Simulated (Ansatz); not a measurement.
# Si: relaxed-ion elastic tensor

Theory: DFT PBE, scalar-relativistic, plane waves, PAW (Ansatz). Cutoff 420 eV, 12×12×12 k-points (Γ-centred), fixed occupations. No spin polarisation.

The cell, relaxed at this level:
```yaml
crystal:
  lattice:
    - [1.92961, 1.11406, 12.67987]
    - [-1.92961, 1.11406, 12.67987]
    - [0.00000, -2.22812, 12.67987]
  atoms:
    - { symbol: Si, position: [0.82293, 0.82293, 0.82293] }
    - { symbol: Si, position: [0.23928, 0.23928, 0.23928] }
    - { symbol: Si, position: [0.65618, 0.65618, 0.65618] }
    - { symbol: Si, position: [0.40648, 0.40648, 0.40648] }
    - { symbol: Si, position: [0.59352, 0.59352, 0.59352] }
    - { symbol: Si, position: [0.34382, 0.34382, 0.34382] }
    - { symbol: Si, position: [0.76072, 0.76072, 0.76072] }
    - { symbol: Si, position: [0.17707, 0.17707, 0.17707] }
```

The cell was found from a structure generator's guess, not taken from experiment.

Task: Give the relaxed-ion elastic constants (GPa, Voigt order xx yy zz yz xz xy, on the Cartesian axes of the cell above).

Result:
```
179.4  49.2  36.4  -5.8   0.0   0.0
 49.2 179.4  36.4   5.8   0.0   0.0
 36.4  36.4 195.9   0.0   0.0   0.0
 -5.8   5.8   0.0  52.1   0.0   0.0
  0.0   0.0   0.0   0.0  52.1  -5.8
  0.0   0.0   0.0   0.0  -5.8  65.1
```

Task: Is the crystal stable against homogeneous strain?

Result: Yes: the least eigenvalue of the tensor is 49.9 GPa.

Task: And the moduli of a polycrystal (Hill averages)?

Result: B = 89 GPa, G = 62 GPa, E = 150 GPa, ν = 0.22.
